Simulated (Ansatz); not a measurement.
**How settings move the G0W0 gap of CaO (NiAs type)**

CaO in the NiAs-type structure, relaxed with r2SCAN; one-shot G0W0 in Ansatz without spin-orbit coupling. Note: simulated data, non-magnetic, for a generated structure that need not be the stable one.

```
Ca O
1.0
     3.31994    0.00000    0.00000
    -1.65997    2.87515    0.00000
     0.00000    0.00000    5.81431
Ca O
2 2
Direct
  0.00000 0.00000 0.00000
  0.00000 0.00000 0.50000
  0.33333 0.66667 0.25000
  0.66667 0.33333 0.75000
```

Gaps are read over the mesh points alone. G0W0 here is at a finite number of bands, screening cutoff and k mesh, not at the basis limit.
```
 start       potentials      frequency model   mesh  empty bands  screening cutoff (eV)  Kohn-Sham gap (eV)  G0W0 gap (eV)        rough cost
   PBE              PAW  contour deformation  6×6×2           90                     80                3.85           6.00   40 core-seconds
   PBE              PAW  contour deformation  6×6×2          208                    140                3.85           6.15  2.5 core-minutes
   PBE              PAW  contour deformation  6×6×2          383                    210                3.85           6.25   10 core-minutes
 HSE06              PAW  contour deformation  6×6×2          208                    140                5.56           6.77    5 core-minutes
   LDA              PAW  contour deformation  6×6×2          208                    140                3.68           6.17  2.5 core-minutes
r2SCAN              PAW  contour deformation  6×6×2          208                    140                4.41           6.43  2.8 core-minutes
   PBE              PAW     Godby-Needs pole  6×6×2          208                    140                3.85           6.13    3 core-minutes
   PBE              PAW  contour deformation  6×6×4           90                     80                3.85           6.00  100 core-seconds
   PBE  norm-conserving  contour deformation  6×6×2          208                    140                3.84           6.08    6 core-minutes
```

G0W0 moves the gap on the mesh from 3.85 eV (PBE) to 6.25 eV (direct at Γ). Renormalisation factors Z lie between 0.75 and 0.83.

Raising bands and cutoff together moves the gap by +0.15 eV (80 to 140 eV), then +0.10 eV (140 to 210 eV); the last step is still large, so the basis limit isn't reached. Starting from HSE06 (5.56 eV against PBE's 3.85 eV) gives 6.77 eV, +0.62 eV from G0W0@PBE at the same screening cutoff. Starting from LDA (3.68 eV against PBE's 3.85 eV) gives 6.17 eV, +0.02 eV from G0W0@PBE at the same screening cutoff. Starting from r2SCAN (4.41 eV against PBE's 3.85 eV) gives 6.43 eV, +0.28 eV from G0W0@PBE at the same screening cutoff. The Godby-Needs plasmon pole differs from contour deformation by -0.02 eV. A 6×6×4 mesh in place of 6×6×2 changes the opening over PBE by 0.00 eV (the gap on the mesh by 0.00 eV). Norm-conserving potentials (wave cutoff 1240 eV against 420 eV) shift the quasiparticle gap by -0.07 eV and the PBE gap by -0.01 eV. r2SCAN runs take a wave cutoff of 500 eV.
